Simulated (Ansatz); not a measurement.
This script for Ansatz's Python interface starts 4 runs on Au, space group Im-3m. What input does the engine get in each?

The script, `au_ecut.py`:
```python
import csv

import ansatz as az
import numpy as np

vectors = np.array([
    [-1.657269, 1.657269, 1.657269],
    [1.657269, -1.657269, 1.657269],
    [1.657269, 1.657269, -1.657269],
])
cell = az.Lattice.of(vectors).atom("Au", (0.0, 0.0, 0.0))

base = (
    cell.calculation()
    .occupations("cold", width=0.15)
    .kpoints(11)
    .functional("PBE")
    .band_table()
)

rows = []
for value in [250, 300, 350, 400]:
    rep = base.basis(value).run(threads=1).report
    rows.append((value, rep["free_energy_ev"] / len(rep["lattice"]["sites"]), rep["n_iterations"], rep["gap_by_band_count_ev"], rep["n_pw"]))

with open("ecut.csv", "w", newline="") as handle:
    writer = csv.writer(handle)
    writer.writerow(["cutoff (eV)", "F/atom (eV)", "iterations", "gap by band count (eV)", "plane waves"])
    writer.writerows([round(v, 5) if isinstance(v, float) else v for v in row] for row in rows)

for row in rows[:-1]:
    shift = 1000 * (row[1] - rows[-1][1])
    print(f"{row[0]}: {shift:+.2f} meV/atom" + ("  (within 1 meV)" if abs(shift) < 1 else ""))
```

Run 1:
```yaml
crystal:
  lattice:
    - [-1.657269, 1.657269, 1.657269]
    - [1.657269, -1.657269, 1.657269]
    - [1.657269, 1.657269, -1.657269]
  atoms:
    - { symbol: Au, position: [0.0, 0.0, 0.0] }
basis:
  ecutwfc: 250.0
kpoints:
  mp_grid:
    grid: [11, 11, 11]
hamiltonian:
  xc: pbe
scf:
  occupations:
    method: cold
    width: 0.15
output:
  eigenvalues: true
```

Run 2, against run 1:
```diff
-  ecutwfc: 250.0
+  ecutwfc: 300.0
```

Run 3, against run 1:
```diff
-  ecutwfc: 250.0
+  ecutwfc: 350.0
```

Run 4, against run 1:
```diff
-  ecutwfc: 250.0
+  ecutwfc: 400.0
```

```console
$ python au_ecut.py
DeckWarning: basis.ecutwfc = 250 eV is below the records' recommended 420 eV, and the density's cutoff is lower with it unless basis.ecutrho_ratio is high enough to keep the records' density cutoff: compare with a run at a higher cutoff
DeckWarning: basis.ecutwfc = 300 eV is below the records' recommended 420 eV, and the density's cutoff is lower with it unless basis.ecutrho_ratio is high enough to keep the records' density cutoff: compare with a run at a higher cutoff
DeckWarning: basis.ecutwfc = 350 eV is below the records' recommended 420 eV, and the density's cutoff is lower with it unless basis.ecutrho_ratio is high enough to keep the records' density cutoff: compare with a run at a higher cutoff
DeckWarning: basis.ecutwfc = 400 eV is below the records' recommended 420 eV, and the density's cutoff is lower with it unless basis.ecutrho_ratio is high enough to keep the records' density cutoff: compare with a run at a higher cutoff
250: +1235.18 meV/atom
300: +105.85 meV/atom
350: +4.21 meV/atom
```
(Warnings from the package without file and line.)

Reading the output:
- The mesh is modest for a metal, so energies can be off by several to tens of meV an atom and pressures by half a GPa or more; differences at equal mesh fare better.
- A gap by band count of zero or less means overlapping bands, a metal, and at an odd count of electrons it is no gap at all.
- This isn't the structure that Au takes at ambient conditions.
- Gaps and levels are Kohn-Sham values on a finite set of k-points, without spin-orbit coupling.
- Shifts are counted from the last row, which is itself no proven limit.
- Cost: roughly 2.8 core-seconds.

(Lines on the test bed's own set-up are left out of the output.)
